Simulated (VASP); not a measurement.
Wanted: the native input for a VASP 6.6.1 run.

```yaml
Task: relaxation of cell and atoms
Functional: PBE
Dispersion: D3(BJ)
Potentials_or_basis: VASP PAW PBE potentials, release 64 (Te)
Cutoff: 600 eV
k_mesh: 4 × 4 × 5
Occupations: fermi-dirac, width 0.05 eV
Spin: no spin polarisation
Further_INCAR_settings: ALGO = Normal; EDIFF = 1e-06; IBRION = 2; EDIFFG = -0.005; NSW = 60; ISIF = 3
```

The structure of Te lies in POSCAR:

```
Te
1.0
    5.8500400000      0.0000000000      0.0000000000
    0.0000000000      5.8500400000      0.0000000000
    0.0000000000      0.0000000000      4.7912000000
Te
4
Direct
    0.0000000000      0.0000000000      0.0000000000
    0.5000000000      0.5000000000      0.0000000000
    0.0000000000      0.5000000000      0.8300400000
    0.5000000000      0.0000000000      0.1699600000
```

The cell was built by a generator and needn't be a form met in nature.

These files were run (other wordings do the same):

INCAR

```
SYSTEM = Te
PREC     = Accurate       ! precision mode
ENCUT    = 600            ! plane-wave cutoff, eV
EDIFF    = 1E-6           ! SCF threshold, eV
ISMEAR   = -1             ! smearing method
SIGMA    = 0.05           ! smearing width, eV
LREAL    = .False.        ! projectors in reciprocal space
LASPH    = .True.         ! aspherical terms in the spheres
NELM     = 80             ! most SCF steps
ALGO     = Normal         ! electronic algorithm
ISIF     = 3              ! what is computed and relaxed
LWAVE    = .False.        ! write WAVECAR
LCHARG   = .False.        ! write CHGCAR
GGA      = PE             ! functional
IVDW     = 12             ! dispersion correction
IBRION   = 2              ! ionic algorithm
NSW      = 60             ! ionic steps
EDIFFG   = -0.005         ! ionic threshold
```

KPOINTS

```
Automatic mesh
0
Gamma
  4 4 5
  0 0 0
```

Potentials or basis: VASP PAW PBE potentials, release 64 (Te).

Run with:

```sh
$ cat potpaw_PBE.64/Te/POTCAR > POTCAR
$ mpirun -np 1 vasp_std > vasp.out
```

Results of the run:

```json
{"Relaxed volume": "35.02 Å³/atom", "Relaxed cell": "a = 5.760 Å, b = 5.760 Å, c = 4.223 Å, α = 90.00°, β = 90.00°, γ = 90.00°", "Space group after relaxing (to 0.05 Å)": "P4/nmm (No. 129)", "Energy gained by relaxing": "41.3 meV/atom", "Ionic steps": "18", "Pressure after relaxing": "0.0 GPa", "Band gap on the k mesh": "0.07 eV, indirect (least direct gap 0.75 eV)", "Dispersion energy per atom": "-0.412 eV"}
```

Caveat: spin-orbit coupling is left out, which moves the levels of the heavy elements; an odd mesh through Γ misses points on the zone boundary, where band edges often lie.

It took 6.3 min on 1 thread of Intel(R) Xeon(R) Platinum 8488C (Sapphire Rapids) (shared host), peak memory 0.33 GiB.
